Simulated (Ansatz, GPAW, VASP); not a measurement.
## One calculation of Si, 4 ways

```
Si
1.0
     0.00000    2.72185    2.72185
     2.72185    0.00000    2.72185
     2.72185    2.72185    0.00000
Si
2
Direct
  0.50000 0.50000 0.50000
  0.75000 0.75000 0.75000
```

Alike in all runs: task single point; functional PBE; k mesh 8 × 8 × 8; occupations gaussian, width 0.03 eV; no spin polarisation; no spin-orbit coupling. Pressure is positive in compression and, in plane waves, holds the error of the finite cutoff, which Ansatz's Pulay term estimates and takes out.

```
                        program and potentials  plane-wave cutoff (eV)                             notes  band gap (eV)  pressure (GPa)
                            Ansatz, Ansatz PAW                     420  Pulay term of +0.02 GPa included           0.63            1.34
                VASP, PBE PAW files Si, 520 eV                     520                                 -           0.63            1.26
Ansatz, all-electron LAPW, scalar-relativistic                       -                                 -           0.63            1.31
    GPAW, GPAW PAW data sets (gpaw-data 1.2.1)                     600                                 -           0.62            1.61
```

The band gap spans 0.62 (GPAW, GPAW PAW data sets (gpaw-data 1.2.1)) to 0.63 eV (VASP, PBE PAW files Si, 520 eV), with all-electron results at 0.63. The pressure spans 1.26 (VASP, PBE PAW files Si, 520 eV) to 1.61 GPa (GPAW, GPAW PAW data sets (gpaw-data 1.2.1)), with all-electron results at 1.31. The gap is indirect and read on the mesh alone.

The functional is the same throughout but for its coding, so the spread measures potentials, basis and numerics; runs on potential files found faulty are left out.

The four runs describe essentially the same electronic structure: the gaps agree almost exactly, while the pressure separates the programs more clearly, with GPAW at 1.61 GPa against 1.31 GPa for the all-electron run. Pressure is a volume derivative of the total energy, so it responds to small differences in data sets or basis that barely touch the band edges. Given the stiffness of the covalent sp3 network, even this spread implies only a slight shift in equilibrium volume.

The positive pressure in every row means that PBE would expand this cell, in line with its usual slight underbinding of silicon. The gap, in contrast, falls well below the measured one. Agreement with the all-electron value suggests that the potentials are not to blame; the main cause is the semilocal Kohn-Sham description, which lacks the derivative discontinuity that contributes to the quasiparticle gap. The close agreement therefore supports the numerical reproducibility of the PBE gap, not its accuracy for real silicon.
